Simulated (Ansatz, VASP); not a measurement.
**FeGe in VASP and in Ansatz**

```
Ge Fe
1.0
     4.99760    0.00000    0.00000
    -2.49880    4.32805    0.00000
     0.00000    0.00000    4.11576
Ge Fe
3 3
Direct
  0.66667 0.33333 0.50000
  0.33333 0.66667 0.50000
  0.00000 0.00000 0.00000
  0.00000 0.50000 0.00000
  0.50000 0.50000 0.00000
  0.50000 0.00000 0.00000
```

The cell is a database's computed one.

Alike in both runs: task single point; functional PBE; k mesh 6 × 6 × 7; occupations fermi-dirac, width 0.05 eV; collinear spin, ferromagnetic start.

```csv
,VASP,Ansatz
version,VASP 6.6.1,Ansatz 0.2.0
potentials or method,"VASP PAW PBE potentials, release 64 (Ge_d, Fe)",Ansatz PAW
plane-wave cutoff (eV),520,420
valence electrons in the cell,66,90
```

|  | VASP | Ansatz | Ansatz less VASP |
| --- | --- | --- | --- |
| gap on the k mesh at the Fermi level (eV) | none | none | - |
| pressure (GPa) | -3.9 | -4.0 | -0.05 |
| largest component of the traceless stress (GPa) | 0.55 | 0.54 | -0.010 |
| net moment per atom (μB) | 0.72 | 0.72 | +0.001 |
| size of the moment on the site where the two differ most (μB) | 0.09 | 0.07 | -0.021 |

Site moments also hang on the region over which each program counts them. A gap of «none» marks a metal or a gap that the smearing closes. The two sets of potentials don't hold the same shells in valence.

Caveats: the moment fell far below its start of 4.5 μB, so a state of higher moment may lie lower in energy (VASP).
